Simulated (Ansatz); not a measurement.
(100) slab cut from the bulk of ScAl₃, 15 Å of vacuum:

```yaml
crystal:
  lattice:
    - [4.10533, 0.00000, 0.00000]
    - [0.00000, 4.10533, 0.00000]
    - [0.00000, 0.00000, 27.31599]
  atoms:
    - { symbol: Al, position: [0.00000, 0.50000, 0.27456] }
    - { symbol: Al, position: [0.50000, 0.00000, 0.27456] }
    - { symbol: Sc, position: [0.00000, 0.00000, 0.34971] }
    - { symbol: Al, position: [0.50000, 0.50000, 0.34971] }
    - { symbol: Al, position: [0.00000, 0.50000, 0.42485] }
    - { symbol: Al, position: [0.50000, 0.00000, 0.42485] }
    - { symbol: Sc, position: [0.00000, 0.00000, 0.50000] }
    - { symbol: Al, position: [0.50000, 0.50000, 0.50000] }
    - { symbol: Al, position: [0.00000, 0.50000, 0.57515] }
    - { symbol: Al, position: [0.50000, 0.00000, 0.57515] }
    - { symbol: Sc, position: [0.00000, 0.00000, 0.65029] }
    - { symbol: Al, position: [0.50000, 0.50000, 0.65029] }
    - { symbol: Al, position: [0.00000, 0.50000, 0.72544] }
    - { symbol: Al, position: [0.50000, 0.00000, 0.72544] }
```

All numbers below come from DFT PBE, scalar-relativistic, plane waves, PAW (Ansatz). Settings: cutoff 420 eV, Γ-centred mesh 9×9×1 on the computed 14-atom cell, Gaussian smearing of 0.10 eV; no spin polarisation. The cell repeats along c with a dipole correction in the vacuum.

This base run converges in 8 iterations with a largest force of 0.288 eV/Å and a work function of 4.33 eV on the top face.

One setting at a time is then changed, some of them on purpose to poor values; changes count from the base run, energies are extrapolated to zero smearing, atoms stay where they are, a change of functional drops any dispersion correction, and risky runs are capped at 50 to 100 iterations. The slab isn't stoichiometric (Sc3Al11).

Question: What happens with no dipole correction, vacuum of 15 Å?

Answer: It converges in 7 iterations; ΔE (meV/atom) 0.0, largest force (eV/Å) 0.288, largest change of a force (eV/Å) 0.000.

Question: What happens with cutoff 360 eV?

Answer: It converges in 8 iterations; ΔE (meV/atom) +4.3, Δφ top (eV) 0.00, largest force (eV/Å) 0.288, largest change of a force (eV/Å) 0.001.

Question: What happens with no preconditioner, β = 0.7?

Answer: It converges in 13 iterations; ΔE (meV/atom) 0.0, Δφ top (eV) 0.00, largest force (eV/Å) 0.288, largest change of a force (eV/Å) 0.000.

Question: What happens with dipole ramp at c = 0.765?

Answer: It converges in 24 iterations; ΔE (meV/atom) +133.9, largest force (eV/Å) 3.194, largest change of a force (eV/Å) 3.355. The vacuum level falls under the Fermi level and electrons spill into the vacuum, so these numbers aren't the slab's own response.

Question: What happens with field of 1.5 V/Å along c?

Answer: It converges in 9 iterations; ΔE (meV/atom) -117.8, largest force (eV/Å) 0.280, largest change of a force (eV/Å) 0.092.

In some of the runs (ramp position 0.765, field 1.5) charge leaks into the vacuum, so their work functions can be off.

Cost: 9 runs of about 5.4 core-minutes in all, on Intel Xeon 6975P-C (Granite Rapids) (shared hosts).